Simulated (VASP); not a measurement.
# Sb (R-3m) in VASP: notebook, part 2 of 2

VASP 6.6.1. The steps go on from the part before.

## 4. Band structure, r2SCAN

Contents of INCAR:

```
PREC = Accurate
ENCUT = 520
EDIFF = 1E-6
ISMEAR = 1
SIGMA = 0.1
LREAL = F
LASPH = T
NELM = 80
ALGO = Normal
ISIF = 2
LWAVE = F
LCHARG = F
METAGGA = R2SCAN
LMIXTAU = T
KPAR = 4
```

Contents of KPOINTS:

```
regular mesh
0
Gamma
  10 10 10
```

Contents of POSCAR:

```
Sb                                      
1.0
    2.1620827596      1.2482790632      3.6767993594
   -2.1620827596      1.2482790632      3.6767993594
    0.0000000000     -2.4965581265      3.6767993594
  Sb            
     2
Direct
     0.2364761915998050    0.2364761915998050    0.2364761915998050
     0.7635238084001950    0.7635238084001950    0.7635238084001950
```

KPOINTS_OPT is that of step 3.

Potentials or basis: VASP PAW PBE potentials, release 64 (Sb).

Started as:

```bash
cat potpaw_PBE.64/Sb/POTCAR > POTCAR
mpirun -np 4 vasp_std > vasp.out
```

OUTCAR:

```text
PREC = Accurate
   ENCUT = 520
   EDIFF = 1E-6
   ISMEAR = 1
   LREAL = F
   LASPH = T
   NELM = 80
   ISIF = 2
   METAGGA = R2SCAN

 ion  position               nearest neighbor table
   1  0.236  0.236  0.236-   2 2.93   2 2.93   2 2.93   2 3.29   2 3.29   2 3.29
   2  0.764  0.764  0.764-   1 2.93   1 2.93   1 2.93   1 3.29   1 3.29   1 3.29

  LATTYP: Found a trigonal (rhomboedric) cell.
 ALAT       =     4.4442835202
 COS(alpha) =     0.5266622852

  Lattice vectors:

 A1 = (   2.1620827596,   1.2482790632,   3.6767993594)
 A2 = (  -2.1620827596,   1.2482790632,   3.6767993594)
 A3 = (   0.0000000000,  -2.4965581265,   3.6767993594)

Analysis of symmetry for initial positions (statically):
=====================================================================
 Subroutine PRICEL returns:
 Original cell was already a primitive cell.

 Routine SETGRP: Setting up the symmetry group for a
 trigonal (rhombohedral) supercell.

 Subroutine GETGRP returns: Found 12 space group operations
 (whereof 12 operations were pure point group operations)
 out of a pool of 12 trial point group operations.

The static configuration has the point symmetry D_3d.

Analysis of symmetry for dynamics (positions and initial velocities):
=====================================================================
 Subroutine PRICEL returns:
 Original cell was already a primitive cell.

 Routine SETGRP: Setting up the symmetry group for a
 trigonal (rhombohedral) supercell.

 Subroutine GETGRP returns: Found 12 space group operations
 (whereof 12 operations were pure point group operations)
 out of a pool of 12 trial point group operations.

The dynamic configuration has the point symmetry D_3d.

 Subroutine INISYM returns: Found 12 space group operations
 (whereof 12 operations are pure point group operations),
[... 118 lines left out ...]
  Fermi-wavevector in a.u.,A,eV,Ry     =   0.903247  1.706889 11.100378  0.815855
  Thomas-Fermi vector in A             =   2.026549
   LORBIT       =      0    0 simple, 1 ext, 2 COOP (PROOUT), +10 PAW based schemes
   METAGGA = R2SCAN    functional components
   LHFCALC =     F    Hartree Fock is set to
   AEXX    =    0.0000 exact exchange contribution
   IVDW    =     0    specifies the selected vdW correction
   LEPSILON=     F    determine dielectric tensor
   LRPA    =     F    only Hartree local field effects (RPA)
 non-spin polarized calculation
 Methfessel and Paxton  Order N= 1 SIGMA  =   0.10
  energy-cutoff  :      520.00
  volume of cell :       59.54
 maximum number of plane-waves:      1615
 NGX is ok and might be reduce to    36
   NGX = 17   NGY = 17   NGZ = 17

 number of electron      10.0000000 magnetization

 Free energy of the ion-electron system (eV)
  ---------------------------------------------------
  ext. energy  EPLUGINS =         0.00000000
  ---------------------------------------------------
  free energy    TOTEN  =       -51.37081322 eV

  energy without entropy =      -51.37058693  energy(sigma->0) =      -51.37073779

 E-fermi :   7.3812     XC(G=0): -10.0787

 val. band max:        7.3804501685   @ k =   0.5000   0.0000  -0.0000
 cond. band min:       7.4119492197   @ k =  -0.4000   0.5000   0.4000
 fundamental gap:      0.0314990511
 Fermi energy:         7.3811755887

 k-point     1 :       0.0000    0.0000    0.0000
  band No.  band energies     occupation
      1      -5.9795      2.00000
      2       2.7165      2.00000
      3       5.1934      2.00000
      4       5.3427      2.00000
      5       5.3427      2.00000
      6       9.8554      0.00000
      7      10.3379      0.00000
      8      10.3379      0.00000
      9      12.6404      0.00000
[... 265 lines left out ...]
 k-point    24 :       0.4000    0.3000   -0.0000
  band No.  band energies     occupation
      1      -4.1963      2.00000
      2      -0.4971      2.00000
      3       2.8054      2.00000
      4       3.7713      2.00000
      5       4.0118      2.00000
      6       9.7993      0.00000
      7      11.6716      0.00000
      8      11.9228      0.00000
      9      12.2447      0.00000

 [... further k-points ...]

------------------------ aborting loop because EDIFF is reached ----------------------------------------

  FORCE on cell =-STRESS in cart. coord.  units (eV):
  Direction    XX          YY          ZZ          XY          YZ          ZX
  --------------------------------------------------------------------------------------
  -------------------------------------------------------------------------------------
  Total        0.5915018      0.5915018      0.6858150      0.0000000     -0.0000000      0.0000000
  in kB       15.9170101     15.9170101     18.4549288      0.0000000     -0.0000000      0.0000000
  external PRESSURE =      16.7629830 kB  Pullay stress =       0.0000000 kB

 VOLUME and BASIS-vectors are now :
 -----------------------------------------------------------------------------
  energy-cutoff  :      520.00
  volume of cell :       59.54
      direct lattice vectors                 reciprocal lattice vectors
     2.162082760  1.248279063  3.676799359     0.231258493  0.133517153  0.090658559
    -2.162082760  1.248279063  3.676799359    -0.231258493  0.133517153  0.090658559
     0.000000000 -2.496558127  3.676799359     0.000000000 -0.267034306  0.090658559

 POSITION                                       TOTAL-FORCE (eV/Angst)
 -----------------------------------------------------------------------------------
      0.00000     -0.00000      2.60843         0.000000      0.000000     -0.146961
      0.00000     -0.00000      8.42197         0.000000     -0.000000      0.146961
 -----------------------------------------------------------------------------------
    total drift:                               -0.000000     -0.000000     -0.000000

  FREE ENERGIE OF THE ION-ELECTRON SYSTEM (eV)
  ---------------------------------------------------
  free  energy   TOTEN  =       -51.3708132242 eV

  energy  without entropy=      -51.3705869259  energy(sigma->0) =      -51.37073779
```

Run time: 50 s. Hardware: 4 MPI ranks of Intel Xeon 6975P-C (Granite Rapids), shared host; peak memory 0.26 GiB.

Results:

```
Free energy             : -51.3708 eV
Pressure                : 1.7 GPa
Largest force           : 0.147 eV/Å
Band gap along the path : none (metal or under the smearing width)
```

Forces on the atoms (eV/Å):
```
Sb   0.000  0.000 -0.147
Sb   0.000  0.000  0.147
```

Levels at the corners of the path, in eV from the Fermi level:
```csv
point,band 1,band 2,band 3,band 4,band 5,band 6,band 7,band 8,band 9
Γ,-13.36,-4.66,-2.19,-2.04,-2.04,2.47,2.96,2.96,5.26
L,-10.79,-10.17,-1.92,-1.73,-0.40,0.00,0.23,0.38,8.46
L,-10.79,-10.17,-1.92,-1.73,-0.40,0.00,0.23,0.38,8.46
B1,-10.16,-9.48,-5.33,-5.21,-0.65,0.64,5.01,5.06,6.47
B,-10.16,-9.48,-5.33,-5.21,-0.65,0.64,5.01,5.06,6.49
Z,-11.48,-9.59,-1.40,-1.40,-0.27,-0.13,-0.13,1.09,7.90
Z,-11.48,-9.59,-1.40,-1.40,-0.27,-0.13,-0.13,1.09,7.90
Γ,-13.36,-4.66,-2.19,-2.04,-2.04,2.47,2.96,2.96,5.26
Γ,-13.36,-4.66,-2.19,-2.04,-2.04,2.47,2.96,2.96,5.27
X,-10.25,-9.50,-5.66,-3.43,-3.02,2.96,3.60,4.36,6.45
Q,-10.25,-9.50,-5.66,-3.43,-3.02,2.96,3.60,4.36,6.45
F,-10.80,-8.17,-5.87,-4.05,-4.01,1.85,5.33,5.78,7.56
F,-10.80,-8.17,-5.87,-4.05,-4.01,1.85,5.33,5.78,7.56
P1,-10.55,-9.13,-5.72,-3.51,-2.92,2.90,3.31,4.83,6.58
P1,-10.55,-9.13,-5.72,-3.51,-2.92,2.90,3.31,4.83,6.58
Z,-11.48,-9.59,-1.40,-1.40,-0.27,-0.13,-0.13,1.09,7.90
L,-10.79,-10.17,-1.92,-1.73,-0.40,0.00,0.23,0.38,8.46
P,-10.55,-9.13,-5.72,-3.51,-2.92,2.90,3.31,4.83,6.58
```

Caveat: the PAW data sets were made with another functional, which shifts forces and pressure a little; spin-orbit coupling is left out, which moves the levels of the heavy elements.

## 5. Band structure, PBE, spin-orbit coupling, no magnetisation

INCAR, as its differences from that of step 4:

```diff
@@ -12,4 +12,7 @@
 LCHARG = F
-METAGGA = R2SCAN
-LMIXTAU = T
+MAGMOM = 0 0 0 0 0 0
+LORBIT = 11
+LSORBIT = T
+GGA_COMPAT = F
+GGA = PE
 KPAR = 4
```

KPOINTS is that of step 4.

POSCAR is that of step 4.

KPOINTS_OPT is that of step 4.

Started as:

```bash
cat potpaw_PBE.64/Sb/POTCAR > POTCAR
mpirun -np 4 vasp_ncl > vasp.out
```

Wall time 64 s (4 MPI ranks of Intel Xeon 6975P-C (Granite Rapids), shared host); peak memory 0.58 GiB.

It converged, with:

```yaml
Free_energy: -8.3801 eV
Pressure: 2.8 GPa
Valence_electrons_inside_the_program's_atomic_spheres: Sb 2.40
```

Forces in eV/Å, atoms in the order of the input:
```
Sb   0.000  0.000  0.003
Sb   0.000  0.000 -0.003
```

## 6. Summary

| level | potentials or basis | spin | pressure (GPa) | largest force (eV/Å) |
| --- | --- | --- | --- | --- |
| PBE | VASP PAW PBE potentials, release 64 (Sb) | off | 2.7 | - |
| LDA | VASP PAW LDA potentials, release 64 (Sb) | off | -1.1 | 0.09 |
| r2SCAN | VASP PAW PBE potentials, release 64 (Sb) | off | 1.7 | 0.15 |
| PBE | VASP PAW PBE potentials, release 64 (Sb) | SOC, no magnetisation | 2.8 | - |

Alike in all rows: task band structure; cell as given; k mesh 10 × 10 × 10; cutoff (eV) 520; smearing methfessel-paxton 0.1 eV.

Caveats: spin-orbit coupling is left out, which moves the levels of the heavy elements (some runs); the PAW data sets were made with another functional, which shifts forces and pressure a little (some runs).

Total energies depend on the potentials used, so only differences within one code and one set of settings carry meaning.
